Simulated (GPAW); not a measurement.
A run of GPAW 26.7.0 is set up as follows.

run.py

```python
from ase.eos import EquationOfState
from ase.io import Trajectory, read
from ase.units import GPa
from gpaw import GPAW, PW

atoms = read('Pb.xyz')

traj = Trajectory('eos.traj', 'w')
volumes, energies = [], []
for x in [0.94, 0.96, 0.98, 1.0, 1.02, 1.04, 1.06]:
    a = atoms.copy()
    a.set_cell(atoms.cell * x**(1 / 3), scale_atoms=True)
    calc = GPAW(mode=PW(600),
                xc='PBE',
                kpts={'size': (9, 9, 5), 'gamma': True},
                occupations={'name': 'fermi-dirac', 'width': 0.05},
                nbands=24,
                convergence={'density': 1e-05, 'energy': 1e-05},
                maxiter=150,
                txt=f'eos-{x:.2f}.txt')
    a.calc = calc
    energies.append(a.get_potential_energy(force_consistent=True))
    volumes.append(a.get_volume())
    p = -a.get_stress()[:3].mean() / GPa
    calc.write(f'eos-{x:.2f}.gpw')
    traj.write(a)
    print(f'{x:.2f} {volumes[-1]:10.4f} A^3 {energies[-1]:14.6f} eV {p:9.3f} GPa', flush=True)

v0, e0, B = EquationOfState(volumes, energies, eos='birchmurnaghan').fit()
print(f'V0 = {v0:.4f} A^3, E0 = {e0:.6f} eV, B0 = {B / GPa:.2f} GPa')
```

File Pb.xyz:

```xyz
2
Lattice="3.4800000000 0.0000000000 0.0000000000 -1.7400000000 3.0137684052 0.0000000000 0.0000000000 0.0000000000 5.5900000000" Properties=species:S:1:pos:R:3 pbc="T T T"
Pb     1.7400000002      1.0045894683      4.1925000000
Pb    -0.0000000002      2.0091789369      1.3975000000
```

Potentials or basis: GPAW PAW data sets (gpaw-data 1.2.1), pw.

Launch:

```bash
$ OMP_NUM_THREADS=1 python run.py
```

(1) Estimate the bulk modulus at fixed shape and positions.

(2) Predict the equilibrium volume.

Results:

(1) 37 GPa (rough).

(2) 31.87 Å³/atom (rough: see the caveat).

Caveat: the minimum lies outside the volumes run; the cell was scaled at fixed shape and fractional positions, which overstates the stiffness of a crystal with free parameters, most of all of layers and chains.
